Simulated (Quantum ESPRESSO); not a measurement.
# TiC (Fm-3m) in Quantum ESPRESSO: further runs

The runs below take TiC through single point, equation of state, with PBEsol.

Program: Quantum ESPRESSO 7.5. These are calculated values, not measurements. Logs are shortened: lines on timing, memory, paths and dates and some standing lists are left out, and cuts for length are marked.

### 1 The crystal as given

The structure is cubic, space group Fm-3m (No. 225). The conventional cell has a = 4.331 Å, b = 4.331 Å, c = 4.331 Å, α = 90.00°, β = 90.00°, γ = 90.00°. Ti (site symmetry m-3m) has 6 C at 2.17 Å as nearest neighbours. Around C (site symmetry m-3m) lie 6 Ti at 2.17 Å.

The cell is a database's computed one.

### 2 Single point, PBEsol, 9.55 Å³/atom

pw.in

```
&CONTROL
  calculation = 'scf'
  prefix = 'pwscf'
  outdir = './tmp'
  pseudo_dir = './pseudo'
  tprnfor = .true.
  tstress = .true.
  disk_io = 'nowf'
/
&SYSTEM
  ibrav = 0
  nat = 2
  ntyp = 2
  ecutwfc = 84
  nbnd = 14
  occupations = 'smearing'
  smearing = 'fd'
  degauss = 0.00367493
/
&ELECTRONS
  conv_thr = 4d-10
  electron_maxstep = 120
  mixing_beta = 0.5
/
ATOMIC_SPECIES
Ti    47.8670 Ti.upf
C     12.0110 C.upf
CELL_PARAMETERS angstrom
   0.0000000000    2.1215080947    2.1215080947
   2.1215080947    0.0000000000    2.1215080947
   2.1215080947    2.1215080947    0.0000000000
ATOMIC_POSITIONS crystal
Ti     0.0000000000    0.0000000000    0.0000000000
C      0.5000000000    0.5000000000    0.5000000000
K_POINTS automatic
11 11 11 0 0 0
```

Potentials or basis: PseudoDojo 0.4.1 SR PBEsol standard.

Launch:

```bash
OMP_NUM_THREADS=1 pw.x -in pw.in > pw.out
```

pw.out:

```text
This program is part of the open-source Quantum ESPRESSO suite
     for quantum simulation of materials; please cite
[... 9 lines left out ...]
     --------------------
     sticks:   dense  smooth     PW     G-vecs:    dense   smooth      PW
     Sum         745     745    235                13443    13443    2277

     Using Slab Decomposition

     bravais-lattice index     =            0
     lattice parameter (alat)  =       5.6697  a.u.
     unit-cell volume          =     128.8726 (a.u.)^3
     number of atoms/cell      =            2
     number of atomic types    =            2
     number of electrons       =        16.00
     number of Kohn-Sham states=           14
     kinetic-energy cutoff     =      84.0000  Ry
     charge density cutoff     =     336.0000  Ry
     scf convergence threshold =      4.0E-10
     mixing beta               =       0.5000
     number of iterations used =            8  plain     mixing
     Exchange-correlation= PBESOL
                           (   1   4  10   8   0   0   0)

     celldm(1)=   5.669680  celldm(2)=   0.000000  celldm(3)=   0.000000
     celldm(4)=   0.000000  celldm(5)=   0.000000  celldm(6)=   0.000000

     crystal axes: (cart. coord. in units of alat)
               a(1) = (   0.000000   0.707107   0.707107 )
               a(2) = (   0.707107   0.000000   0.707107 )
               a(3) = (   0.707107   0.707107   0.000000 )

     reciprocal axes: (cart. coord. in units 2 pi/alat)
               b(1) = ( -0.707107  0.707107  0.707107 )
               b(2) = (  0.707107 -0.707107  0.707107 )
               b(3) = (  0.707107  0.707107 -0.707107 )

     PseudoPot. # 1 for Ti read from file:
     Ti.upf
     Pseudo is Norm-conserving + core correction, Zval = 12.0
     Generated using ONCVPSP code by D. R. Hamann
     Using radial grid of 1586 points,  6 beta functions with:
                l(1) =   0
                l(2) =   0
                l(3) =   1
                l(4) =   1
                l(5) =   2
                l(6) =   2

     PseudoPot. # 2 for C  read from file:
     C.upf
     Pseudo is Norm-conserving + core correction, Zval =  4.0
     Generated using ONCVPSP code by D. R. Hamann
     Using radial grid of 1248 points,  4 beta functions with:
                l(1) =   0
                l(2) =   0
                l(3) =   1
                l(4) =   1

     atomic species   valence    mass     pseudopotential
     Ti               12.00    47.86700     Ti( 1.00)
     C                 4.00    12.01100     C ( 1.00)

     48 Sym. Ops., with inversion, found

   Cartesian axes

     site n.     atom                  positions (alat units)
         1        Ti     tau(   1) = (   0.0000000   0.0000000   0.0000000  )
         2        C      tau(   2) = (   0.7071068   0.7071068   0.7071068  )

     number of k points=    56  Fermi-Dirac smearing, width (Ry)=  0.0037
                       cart. coord. in units 2pi/alat
        k(    1) = (   0.0000000   0.0000000   0.0000000), wk =   0.0015026
        k(    2) = (   0.0642824   0.0642824  -0.0642824), wk =   0.0120210
        k(    3) = (   0.1285649   0.1285649  -0.1285649), wk =   0.0120210
        k(    4) = (   0.1928473   0.1928473  -0.1928473), wk =   0.0120210
        k(    5) = (   0.2571297   0.2571297  -0.2571297), wk =   0.0120210
        k(    6) = (   0.3214122   0.3214122  -0.3214122), wk =   0.0120210
[... 48 lines left out ...]
        k(   55) = (  -0.0642824  -0.4499770   0.7071068), wk =   0.0360631
        k(   56) = (   0.0000000  -0.3856946   0.6428243), wk =   0.0360631

     Dense  grid:    13443 G-vectors     FFT dimensions: (  36,  36,  36)

     Initial potential from superposition of free atoms

     starting charge      15.9985, renormalised to      16.0000
     Starting wfcs are   14 randomized atomic wfcs

     Self-consistent Calculation

     iteration #  1     ecut=    84.00 Ry     beta= 0.50
     Davidson diagonalization with overlap
     ethr =  1.00E-02,  avg # of iterations =  4.0

     total energy              =    -130.43539487 Ry
     estimated scf accuracy    <       0.72979734 Ry

     iteration #  2     ecut=    84.00 Ry     beta= 0.50
     Davidson diagonalization with overlap
     ethr =  4.56E-03,  avg # of iterations =  2.1

     total energy              =    -130.59439043 Ry
     estimated scf accuracy    <       0.87558432 Ry

     iteration #  3     ecut=    84.00 Ry     beta= 0.50
     Davidson diagonalization with overlap
     ethr =  4.56E-03,  avg # of iterations =  1.1
[... 43 lines left out ...]
     total energy              =    -130.74657292 Ry
     estimated scf accuracy    <          5.6E-09 Ry

     iteration # 10     ecut=    84.00 Ry     beta= 0.50
     Davidson diagonalization with overlap
     ethr =  3.52E-11,  avg # of iterations =  2.1

     total energy              =    -130.74657291 Ry
     estimated scf accuracy    <          8.9E-09 Ry

     iteration # 11     ecut=    84.00 Ry     beta= 0.50
     Davidson diagonalization with overlap
     ethr =  3.52E-11,  avg # of iterations =  2.0

     End of self-consistent calculation

          k = 0.0000 0.0000 0.0000 (  1687 PWs)   bands (ev):

   -40.4061 -16.5176 -16.5176 -16.5176   3.0487  16.4058  16.4058  16.4058
    17.4972  17.4972  17.4972  17.6044  17.6044  27.1149

          k = 0.0643 0.0643-0.0643 (  1693 PWs)   bands (ev):

   -40.3983 -16.5708 -16.5224 -16.5224   3.2522  15.5501  15.8677  15.8677
    16.7851  16.7851  17.9315  19.1548  19.1548  27.4222

          k = 0.1286 0.1286-0.1286 (  1678 PWs)   bands (ev):

   -40.3772 -16.7114 -16.5351 -16.5351   3.8338  14.0519  14.6597  14.6597
    17.1579  17.1579  18.4188  20.8333  20.8333  27.8621

          k = 0.1928 0.1928-0.1928 (  1664 PWs)   bands (ev):

   -40.3494 -16.8911 -16.5518 -16.5518   4.7141  12.4380  13.6749  13.6749
    17.7698  17.7698  18.9035  22.4133  22.4133  27.1458
[... 83 lines left out ...]
   -40.2940 -17.0876 -16.7024 -16.6153   6.5351  10.3467  12.5520  13.0370
    18.3359  18.9530  19.9418  23.1257  23.4237  26.5660

          k =-0.1286-0.3857 0.3857 (  1679 PWs)   bands (ev):

   -40.2991 -17.0584 -16.7188 -16.5918   6.3969  10.4871  12.6947  12.8793
    18.4820  18.8884  19.8811  22.3549  24.2247  26.5189

          k =-0.0643-0.3214 0.3214 (  1665 PWs)   bands (ev):

   -40.3163 -16.9739 -16.7052 -16.5643   5.7224  11.2625  13.0068  13.0675
    17.8755  18.9681  19.8154  21.3452  24.3087  27.2807

          k = 0.0000-0.2571 0.2571 (  1672 PWs)   bands (ev):

   -40.3400 -16.8698 -16.6553 -16.5414   4.9189  12.2994  13.3961  13.6263
    17.3519  18.6220  19.5525  20.5216  23.5775  28.1559

          k = 0.3857 0.0000-0.0000 (  1696 PWs)   bands (ev):

   -40.3305 -16.8529 -16.6406 -16.6406   4.8291  11.8882  14.7900  15.2920
    15.2920  18.2169  19.9034  19.9034  22.6141  29.8654

          k = 0.4500 0.0643-0.0643 (  1672 PWs)   bands (ev):

   -40.3108 -16.9397 -16.6751 -16.6644   5.2419  11.6150  13.9397  14.9507
    15.8612  18.6756  19.9414  20.2079  22.9586  29.7648

          k = 0.5143 0.1286-0.1286 (  1675 PWs)   bands (ev):

   -40.2934 -17.0070 -16.7289 -16.6708   5.7110  11.4781  13.0705  14.2697
    16.6351  19.1828  19.8918  20.8958  22.9861  29.0697
[... 23 lines left out ...]
   -40.2835 -17.0320 -16.7337 -16.7084   5.4743  11.8880  13.6337  15.1609
    15.9280  19.0556  19.7745  19.8690  22.6006  28.9419

          k =-0.0643-0.5785 0.5785 (  1678 PWs)   bands (ev):

   -40.2763 -17.0246 -16.8055 -16.6985   5.7465  12.0670  12.8131  14.4447
    16.6356  19.3358  19.7776  20.6264  22.2081  29.2507

          k =-0.0000-0.5143 0.5143 (  1670 PWs)   bands (ev):

   -40.2771 -16.9643 -16.8935 -16.6691   6.0780  11.8209  12.2807  13.7445
    17.5007  19.0635  19.9484  21.8046  21.9995  29.0131

          k = 0.6428-0.0000 0.0000 (  1676 PWs)   bands (ev):

   -40.2760 -17.0682 -16.7284 -16.7284   5.3873  12.1377  13.8872  15.7003
    15.7003  18.6962  19.6286  19.6286  22.3385  28.4086

          k =-0.0000-0.6428 0.6428 (  1682 PWs)   bands (ev):

   -40.2733 -17.0647 -16.7561 -16.7247   5.4806  12.2300  13.5100  15.2895
    15.9998  19.3286  19.5169  19.6291  22.1835  28.6442

          k = 0.2571 0.1286 0.0000 (  1675 PWs)   bands (ev):

   -40.3601 -16.7629 -16.6009 -16.5498   4.2654  12.9739  14.4118  14.5011
    16.5988  18.0577  19.3000  19.9036  22.2631  28.5943

          k = 0.3214 0.1928-0.0643 (  1675 PWs)   bands (ev):

   -40.3352 -16.8952 -16.6419 -16.5649   5.0189  11.9868  13.4845  13.8364
    17.1073  18.5650  19.5885  20.8943  23.3983  28.1618

          k = 0.3857 0.2571-0.1286 (  1672 PWs)   bands (ev):

   -40.3122 -17.0201 -16.6655 -16.5869   5.8677  10.9928  12.8608  13.2774
    17.7609  18.9106  19.8367  22.0491  23.9828  27.0043

          k =-0.2571-0.3857 0.5143 (  1683 PWs)   bands (ev):

   -40.2985 -17.0944 -16.6744 -16.6039   6.5290  10.2495  12.6122  12.9308
    18.4289  18.9293  19.9548  23.0566  23.8667  26.2379
[... 13 lines left out ...]
   -40.2907 -17.0317 -16.7507 -16.6471   6.1668  11.0267  12.6444  13.3937
    17.7416  19.1161  19.8759  21.9234  23.1453  27.9647

          k =-0.1286-0.3857 0.5143 (  1674 PWs)   bands (ev):

   -40.2872 -17.0384 -16.7790 -16.6385   6.4014  10.8058  12.5256  13.1269
    18.4965  18.7219  19.8546  22.3849  23.0636  27.5625

          k =-0.0643-0.3214 0.4500 (  1673 PWs)   bands (ev):

   -40.2958 -17.0039 -16.7771 -16.6130   6.1956  10.9341  12.6972  13.0786
    18.1279  19.0769  19.9367  21.4839  23.8177  27.7643

          k = 0.0000-0.2571 0.3857 (  1676 PWs)   bands (ev):

   -40.3137 -16.9520 -16.7262 -16.5841   5.6494  11.3825  13.1271  13.2522
    17.5541  19.1130  19.9468  20.8314  23.9596  28.2555

          k = 0.5143 0.1286 0.0000 (  1682 PWs)   bands (ev):

   -40.2945 -16.9919 -16.7217 -16.6839   5.5097  11.6337  13.5615  14.5203
    16.3574  19.0844  19.9045  20.1560  22.9321  29.6017

          k =-0.1286-0.5143 0.6428 (  1674 PWs)   bands (ev):

   -40.2822 -17.0104 -16.7811 -16.6964   5.8177  11.7561  12.9268  13.9558
    17.0606  19.3267  19.7881  20.6844  22.5936  29.5021

          k =-0.0643-0.4500 0.5785 (  1681 PWs)   bands (ev):

   -40.2779 -16.9800 -16.8588 -16.6828   6.1066  11.7119  12.4144  13.5178
    17.7891  19.0485  19.8286  21.8232  21.9955  29.0734

          k = 0.0000-0.3857 0.5143 (  1669 PWs)   bands (ev):

   -40.2830 -16.9551 -16.8817 -16.6501   6.2743  11.2561  12.4462  13.2035
    18.5688  18.5982  19.9975  21.4211  23.0079  28.6268

          k =-0.0643-0.5785 0.7071 (  1668 PWs)   bands (ev):

   -40.2757 -17.0447 -16.7560 -16.7295   5.5699  12.1220  13.3753  14.6384
    16.4954  19.4334  19.6310  19.7849  22.2795  29.0402

          k =-0.0000-0.5143 0.6428 (  1680 PWs)   bands (ev):

   -40.2737 -17.0131 -16.8161 -16.7194   5.7956  12.2445  12.7588  13.9867
    17.1197  19.3600  19.6933  20.5936  21.9983  29.6575

          k =-0.1928-0.4500 0.7071 (  1680 PWs)   bands (ev):

   -40.2895 -16.9862 -16.7913 -16.6608   5.9838  11.3962  12.8558  13.3758
    17.6564  19.2529  19.9323  20.8340  23.1546  29.2496

          k =-0.1286-0.3857 0.6428 (  1674 PWs)   bands (ev):

   -40.2801 -16.9774 -16.8434 -16.6862   6.1813  11.5171  12.5339  13.2062
    18.3019  18.8763  19.7843  21.5197  22.4500  29.0389

          k =-0.0643-0.4500 0.7071 (  1674 PWs)   bands (ev):

   -40.2751 -16.9815 -16.8298 -16.7299   5.9555  12.0993  12.7409  13.3191
    17.8259  19.2629  19.6403  20.8315  22.0536  30.2557

          k = 0.0000-0.3857 0.6428 (  1670 PWs)   bands (ev):

   -40.2743 -16.9257 -16.8975 -16.7254   6.0937  12.1896  12.3753  13.1014
    18.4207  18.8846  19.6661  21.5446  21.5741  29.9524

     the Fermi energy is    15.7825 ev

!    total energy              =    -130.74657291 Ry
     estimated scf accuracy    <          4.5E-11 Ry
     smearing contrib. (-TS)   =      -0.00018700 Ry
     internal energy E=F+TS    =    -130.74638592 Ry

     The total energy is F=E-TS. E is the sum of the following terms:
     one-electron contribution =     -26.50079889 Ry
     hartree contribution      =      21.95143189 Ry
     xc contribution           =     -21.66000143 Ry
     ewald contribution        =    -104.53701749 Ry

     convergence has been achieved in  11 iterations

     Forces acting on atoms (cartesian axes, Ry/au):

     atom    1 type  1   force =     0.00000000    0.00000000   -0.00000000
     atom    2 type  2   force =     0.00000000    0.00000000   -0.00000000

     Total force =     0.000000     Total SCF correction =     0.000000

     Computing stress (Cartesian axis) and pressure

          total   stress  (Ry/bohr**3)                   (kbar)     P=      104.39
   0.00070966  -0.00000000   0.00000000          104.39       -0.00        0.00
  -0.00000000   0.00070966  -0.00000000           -0.00      104.39       -0.00
  -0.00000000   0.00000000   0.00070966           -0.00        0.00      104.39

=------------------------------------------------------------------------------=
   JOB DONE.
=------------------------------------------------------------------------------=
```

Wall time 19 s (1 thread of Arm Neoverse V2, shared host); peak memory 0.06 GiB.

Results:

```
Free energy            : -1778.8977 eV
Pressure               : 10.4 GPa
Band gap on the k mesh : none (metal or under the smearing width)
```

### 3 Single point, PBEsol, 9.75 Å³/atom

pw.in, as its differences from that of step 2:

```diff
@@ -28,5 +28,5 @@
 CELL_PARAMETERS angstrom
-   0.0000000000    2.1215080947    2.1215080947
-   2.1215080947    0.0000000000    2.1215080947
-   2.1215080947    2.1215080947    0.0000000000
+   0.0000000000    2.1364487848    2.1364487848
+   2.1364487848    0.0000000000    2.1364487848
+   2.1364487848    2.1364487848    0.0000000000
 ATOMIC_POSITIONS crystal
```

Potentials or basis: PseudoDojo 0.4.1 SR PBEsol standard.

Launch:

```bash
OMP_NUM_THREADS=1 pw.x -in pw.in > pw.out
```

Wall time 19 s (1 thread of Arm Neoverse V2, shared host); peak memory 0.06 GiB.

The run converged. Its results:

- Free energy: -1778.9163 eV
- Pressure: 4.2 GPa
- Band gap on the k mesh: none (metal or under the smearing width)

### 4 Single point, PBEsol, 9.95 Å³/atom

pw.in, as its differences from that of step 3:

```diff
@@ -28,5 +28,5 @@
 CELL_PARAMETERS angstrom
-   0.0000000000    2.1364487848    2.1364487848
-   2.1364487848    0.0000000000    2.1364487848
-   2.1364487848    2.1364487848    0.0000000000
+   0.0000000000    2.1511833799    2.1511833799
+   2.1511833799    0.0000000000    2.1511833799
+   2.1511833799    2.1511833799    0.0000000000
 ATOMIC_POSITIONS crystal
```

Launch:

```bash
OMP_NUM_THREADS=1 pw.x -in pw.in > pw.out
```

Run time: 20 s. Hardware: 1 thread of Arm Neoverse V2, shared host; peak memory 0.06 GiB.

Results (log left out):

```
Free energy            : -1778.9198 eV
Pressure               : -1.4 GPa
Band gap on the k mesh : none (metal or under the smearing width)
```

### 5 Single point, PBEsol, 10.16 Å³/atom

pw.in, as its differences from that of step 4:

```diff
@@ -28,5 +28,5 @@
 CELL_PARAMETERS angstrom
-   0.0000000000    2.1511833799    2.1511833799
-   2.1511833799    0.0000000000    2.1511833799
-   2.1511833799    2.1511833799    0.0000000000
+   0.0000000000    2.1657188437    2.1657188437
+   2.1657188437    0.0000000000    2.1657188437
+   2.1657188437    2.1657188437    0.0000000000
 ATOMIC_POSITIONS crystal
```

Launch:

```bash
OMP_NUM_THREADS=1 pw.x -in pw.in > pw.out
```

It took 20 s on 1 thread of Arm Neoverse V2, shared host; peak memory 0.06 GiB.

Results (log left out):

```yaml
Free_energy: -1778.9098 eV
Pressure: -6.5 GPa
Band_gap_on_the_k_mesh: none (metal or under the smearing width)
```

### 6 Single point, PBEsol, 10.36 Å³/atom

pw.in, as its differences from that of step 5:

```diff
@@ -28,5 +28,5 @@
 CELL_PARAMETERS angstrom
-   0.0000000000    2.1657188437    2.1657188437
-   2.1657188437    0.0000000000    2.1657188437
-   2.1657188437    2.1657188437    0.0000000000
+   0.0000000000    2.1800617706    2.1800617706
+   2.1800617706    0.0000000000    2.1800617706
+   2.1800617706    2.1800617706    0.0000000000
 ATOMIC_POSITIONS crystal
```

Potentials or basis: PseudoDojo 0.4.1 SR PBEsol standard.

Launch:

```bash
OMP_NUM_THREADS=1 pw.x -in pw.in > pw.out
```

Run time: 20 s. Hardware: 1 thread of Arm Neoverse V2, shared host; peak memory 0.06 GiB.

It converged, with:

```yaml
Free_energy: -1778.8874 eV
Pressure: -11.1 GPa
Band_gap_on_the_k_mesh: none (metal or under the smearing width)
```

### 7 Single point, PBEsol, 10.56 Å³/atom

pw.in, as its differences from that of step 6:

```diff
@@ -28,5 +28,5 @@
 CELL_PARAMETERS angstrom
-   0.0000000000    2.1800617706    2.1800617706
-   2.1800617706    0.0000000000    2.1800617706
-   2.1800617706    2.1800617706    0.0000000000
+   0.0000000000    2.1942184125    2.1942184125
+   2.1942184125    0.0000000000    2.1942184125
+   2.1942184125    2.1942184125    0.0000000000
 ATOMIC_POSITIONS crystal
```

Launch:

```bash
OMP_NUM_THREADS=1 pw.x -in pw.in > pw.out
```

It took 20 s on 1 thread of Arm Neoverse V2, shared host; peak memory 0.06 GiB.

The run converged. Its results:

* Free energy: -1778.8540 eV
* Pressure: -15.3 GPa
* Band gap on the k mesh: none (metal or under the smearing width)

### 8 Single point, PBEsol, 10.77 Å³/atom

pw.in, as its differences from that of step 7:

```diff
@@ -28,5 +28,5 @@
 CELL_PARAMETERS angstrom
-   0.0000000000    2.1942184125    2.1942184125
-   2.1942184125    0.0000000000    2.1942184125
-   2.1942184125    2.1942184125    0.0000000000
+   0.0000000000    2.2081947028    2.2081947028
+   2.2081947028    0.0000000000    2.2081947028
+   2.2081947028    2.2081947028    0.0000000000
 ATOMIC_POSITIONS crystal
```

Launch:

```bash
OMP_NUM_THREADS=1 pw.x -in pw.in > pw.out
```

Wall time 22 s (1 thread of Arm Neoverse V2, shared host); peak memory 0.06 GiB.

The run converged. Its results:

- Free energy: -1778.8107 eV
- Pressure: -19.0 GPa
- Band gap on the k mesh: none (metal or under the smearing width)

### 9 Equation of state, PBEsol

Potentials or basis: PseudoDojo 0.4.1 SR PBEsol standard.

No new run: the results of the series are fitted here.

Results:

| Property | Result |
| --- | --- |
| Equilibrium volume | 9.90 Å³/atom |
| Bulk modulus | 268 GPa |
| Pressure derivative of the bulk modulus | 4.0 |

Energy against volume, from the lowest point:
```
volume (Å³/atom)  energy (meV/atom)
           9.548              11.04
           9.752               1.76
           9.955               0.00
          10.158               5.04
          10.361              16.20
          10.564              32.90
          10.767              54.59
```
